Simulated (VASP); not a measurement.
Set up this calculation in VASP 6.6.1, as the native input.

```yaml
Task: work function
Functional: PBE
Potentials_or_basis: VASP PAW PBE potentials, release 64 (Ag, I)
Cutoff: 520 eV
k_mesh: 6 × 4 × 1
Occupations: gaussian, width 0.05 eV
Spin: no spin polarisation
Dipole_correction: yes
Further_INCAR_settings: ALGO = Fast; EDIFF = 1e-06
```

The structure of AgI lies in POSCAR:

```
AgI
1.0
    4.7891600000      0.0000000000      0.0000000000
    0.0000000000      6.3895460000      0.0000000000
    0.0000000000      0.0000000000     24.5783200000
Ag I
5 5
Direct
    0.0000000000      0.7500000000      0.3051469751
    0.5000000000      0.2500000000      0.4025734875
    0.0000000000      0.7500000000      0.5000000000
    0.5000000000      0.2500000000      0.5974265125
    0.0000000000      0.7500000000      0.6948530249
    0.5000000000      0.5000000000      0.3051469751
    0.0000000000      0.0000000000      0.4025734875
    0.5000000000      0.5000000000      0.5000000000
    0.0000000000      0.0000000000      0.5974265125
    0.5000000000      0.5000000000      0.6948530249
```

The cell isn't the ideal one: the (1 0 0) slab of AgI, cut from the database cell, not relaxed.

One way to write it, as run:

INCAR

```
  PREC = Accurate
  ENCUT = 520
  EDIFF = 1E-6
  ISMEAR = 0
  SIGMA = 0.05
  LREAL = F
  LASPH = T
  NELM = 60
  ALGO = Fast
  ISIF = 2
  LWAVE = F
  LCHARG = T
  LDIPOL = T
  IDIPOL = 3
  DIPOL = 0.5 0.5 0.500
  GGA = PE
  LELF = T
  LVHAR = T
  LVACPOTAV = T
```

KPOINTS

```
Automatic mesh
0
Gamma
  6 4 1
```

Potentials or basis: VASP PAW PBE potentials, release 64 (Ag, I).

Launch:

```bash
$ cat potpaw_PBE.64/Ag/POTCAR potpaw_PBE.64/I/POTCAR > POTCAR
$ mpirun -np 1 vasp_std > vasp.out
```

Results of the run:

* Largest force: 0.616 eV/Å
* Band gap on the k mesh: 1.53 eV, direct
* Ionisation potential of the upper face: 5.35 eV

Caveat: spin-orbit coupling is left out, which moves the levels of the heavy elements.

Run time: 7.8 min on 1 thread of AMD EPYC 9R45 96-Core Processor (Zen 5), with other jobs on the host, peak memory 0.91 GiB.
